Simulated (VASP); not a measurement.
Here is a VASP 6.6.1 calculation.

INCAR

```
PREC     = Accurate       # precision mode
ENCUT    = 600            # plane-wave cutoff, eV
EDIFF    = 1E-6           # SCF threshold, eV
ISMEAR   = 0              # smearing method
SIGMA    = 0.03           # smearing width, eV
LREAL    = F              # projectors in reciprocal space
LASPH    = T              # aspherical terms in the spheres
NELM     = 80             # most SCF steps
ALGO     = Normal         # electronic algorithm
ISIF     = 3              # what is computed and relaxed
LWAVE    = F              # write WAVECAR
LCHARG   = F              # write CHGCAR
GGA      = PE             # functional
IVDW     = 12             # dispersion correction
IBRION   = 2              # ionic algorithm
NSW      = 90             # ionic steps
EDIFFG   = -0.01          # ionic threshold
KPAR     = 4
```

Contents of KPOINTS:

```
regular mesh
0
Gamma
  6 6 9
```

File POSCAR:

```
Si3N4
1.0
    7.6044000000      0.0000000000      0.0000000000
   -3.8022000000      6.5856035805      0.0000000000
    0.0000000000      0.0000000000      2.9063000000
Si N
6 8
Direct
    0.7684770000      0.1745570000      0.2500000000
    0.5939200000      0.7684770000      0.7500000000
    0.8254430000      0.5939200000      0.2500000000
    0.2315230000      0.8254430000      0.7500000000
    0.4060800000      0.2315230000      0.2500000000
    0.1745570000      0.4060800000      0.7500000000
    0.0305000000      0.3302400000      0.2500000000
    0.7002600000      0.0305000000      0.7500000000
    0.6697600000      0.7002600000      0.2500000000
    0.9695000000      0.6697600000      0.7500000000
    0.2997400000      0.9695000000      0.2500000000
    0.3302400000      0.2997400000      0.7500000000
    0.6666666667      0.3333333333      0.2500000000
    0.3333333333      0.6666666667      0.7500000000
```

Potentials or basis: VASP PAW PBE potentials, release 64 (Si, N).

Run with:

```sh
$ cat potpaw_PBE.64/Si/POTCAR potpaw_PBE.64/N/POTCAR > POTCAR
$ mpirun -np 4 vasp_std > vasp.out
```

Problem. Predict the dispersion energy per atom.

Solution. -0.256 eV.

Problem. Estimate the space group after relaxing (to 0.05 Å).

Solution. P6_3/m (No. 176).

Stress tensor (GPa, compression positive):
```
-0.02  0.00  0.00
 0.00 -0.02  0.00
 0.00  0.00  0.09
```

 Zero-point motion and thermal expansion aren't in these numbers.
